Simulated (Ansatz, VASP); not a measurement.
# One calculation of Be, two programs

```
Be
1.0
     2.16527    0.00000    0.00000
     0.00000    2.16527    0.00000
     0.00000    0.00000    2.16527
Be
1
Direct
  0.00000 0.00000 0.00000
```

The cell was built by a generator and needn't be a form met in nature.

Alike in both runs: functional PBEsol; k mesh 15 × 15 × 15; occupations fermi-dirac, width 0.1 eV; no spin polarisation.

Ansatz relaxed the structure, and its values are those at the end. VASP's run is a single point on that final structure, the one shown.

|  | VASP | Ansatz |
| --- | --- | --- |
| version | VASP 6.6.1 | Ansatz 0.2.0 |
| potentials or method | VASP PAW PBE potentials, release 64 (Be) | plane waves (420 eV) with PAW, scalar-relativistic |
| plane-wave cutoff (eV) | 520 | 420 |
| valence electrons in the cell | 2 | 2 |

```tsv
	VASP	Ansatz	Ansatz less VASP
pressure (GPa)	0.2	0.0	-0.20
```

With one functional, cell and mesh, what is left measures potentials, basis and numerics. Ansatz warned: «pseudo_functional_mismatch».

Caveats: the PAW data sets were made with another functional, which shifts forces and pressure a little (VASP).
